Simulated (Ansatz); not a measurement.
# HgTe in Ansatz: the effect of functional

HgTe:

```
Hg Te
1.0
     0.00000    3.13702    3.13702
     3.13702    0.00000    3.13702
     3.13702    3.13702    0.00000
Hg Te
1 1
Direct
  0.00000 0.00000 0.00000
  0.50000 0.50000 0.50000
```

Measurements of this composition are mostly on another form, of space group No. 216.

The cell isn't the ideal one: volume scaled by 0.96.

Alike in all runs:

| Quantity | Value |
| --- | --- |
| Program | Ansatz 0.2.0 |
| Task | single point |
| Potentials or basis | Ansatz PAW |
| k mesh | 7 × 7 × 7 |
| Occupations | fermi-dirac, width 0.05 eV |
| Spin | no spin polarisation |

```tsv
functional	cutoff	pressure (GPa)
LDA	420 eV (not typed: the program's choice for these potentials)	-7.0
PBEsol	420 eV (not typed: the program's choice for these potentials)	-5.5
r2SCAN	500 eV (not typed: the program's choice for these potentials)	?
```

What does the run with functional r2SCAN give?

Pressure -3.8 GPa.

Caveats: the PAW data sets come from PBE, with cores solved anew for the run's functional, which leaves a small shift of forces and pressure.

Runs at the PBE level aren't shown here.
